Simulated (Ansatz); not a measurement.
AlNi3:

```
CELL_PARAMETERS angstrom
0.00000 2.80189 2.80189
2.80189 0.00000 2.80189
2.80189 2.80189 0.00000
ATOMIC_POSITIONS crystal
Ni 0.75000 0.75000 0.75000
Ni 0.00000 0.00000 0.00000
Ni 0.25000 0.25000 0.25000
Al 0.50000 0.50000 0.50000
```

The cell comes from a database or a generator and needn't be the stable form of this composition.

Base run:

| Property | Result |
| --- | --- |
| Program | Ansatz 0.2.0 |
| Functional | PBEsol |
| Potentials or basis | Ansatz PAW |
| Cutoff | 420 eV (not typed: the program's choice for these potentials) |
| k mesh | 7 × 7 × 7 |
| Occupations | fermi-dirac, width 0.05 eV |
| Spin | collinear spin, ferromagnetic start |
| Starting moments | [1.0, 1.0, 1.0, 0.0] μB |
| Fixed moment | 3 μB |

Its results: pressure 6.0 GPa; site moments Ni +0.86, +1.00; Al +0.07 μB.

Task: The run is repeated on the same cell with these changes: fixed moment from 3 μB to 3.8 μB; moments at the start from [1.0, 1.0, 1.0, 0.0] to [1.27, 1.27, 1.27, 0.0]. What comes out?

Result: Pressure 9.8 GPa; site moments Ni +1.07, +1.19; Al +0.11 μB.

Caveats: the total moment is fixed, so each spin has its own Fermi level; the PAW data sets come from PBE, with cores solved anew for the run's functional, which leaves a small shift of forces and pressure; the thresholds are loose for stress.
